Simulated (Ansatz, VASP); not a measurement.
One calculation of InPd, two programs

File INCAR:

```
PREC = Accurate
ENCUT = 520
EDIFF = 1E-6
ISMEAR = 0
SIGMA = 0.028000000000000004
LREAL = F
LASPH = T
NELM = 80
ALGO = Normal
ISIF = 2
LWAVE = F
LCHARG = F
GGA = PE
NBANDS = 18
```

Contents of KPOINTS:

```
Automatic mesh
0
Gamma
  8 8 8
```

POSCAR

```
InPd
1.0
    3.2718847800      0.0000000000      0.0000000000
    0.0000000000      3.2718847800      0.0000000000
    0.0000000000      0.0000000000      3.2718847800
In Pd
1 1
Direct
    0.0000000000      0.0000000000      0.0000000000
    0.5000000000      0.5000000000      0.5000000000
```

Contents of input.yaml:

```yaml
crystal:
  lattice:
    - [3.27188478, 0.0, 0.0]
    - [0.0, 3.27188478, 0.0]
    - [0.0, 0.0, 3.27188478]
  atoms:
    - { symbol: In, position: [0.0, 0.0, 0.0] }
    - { symbol: Pd, position: [0.5, 0.5, 0.5] }
hamiltonian:
  xc: pbe
  pseudopotentials: { kind: paw }
kpoints:
  mp_grid: { grid: [8, 8, 8] }
scf:
  occupations: { method: gaussian, width: 0.028 }
output:
  forces: true
  stress: true
  eigenvalues: true
  write_density: true
  write_potential: true
  elf: true
  volumetric_format: npy
```

The cell comes from a database or a generator and needn't be the stable form of this composition.

Alike in both runs: task single point; functional PBE; k mesh 8 × 8 × 8; occupations gaussian, width 0.028 eV; no spin polarisation.

```csv
,VASP,Ansatz
version,VASP 6.6.1,Ansatz 0.2.0
potentials or method,"VASP PAW PBE potentials, release 64 (In_d, Pd)",Ansatz PAW
plane-wave cutoff (eV),520,420
valence electrons in the cell,23,31
```

|  | VASP | Ansatz | Ansatz less VASP |
| --- | --- | --- | --- |
| gap on the k mesh at the Fermi level (eV) | none | none | - |
| pressure (GPa) | 3.7 | 3.7 | -0.03 |

A gap of «none» marks a metal or a gap that the smearing closes. The two sets of potentials don't hold the same shells in valence.
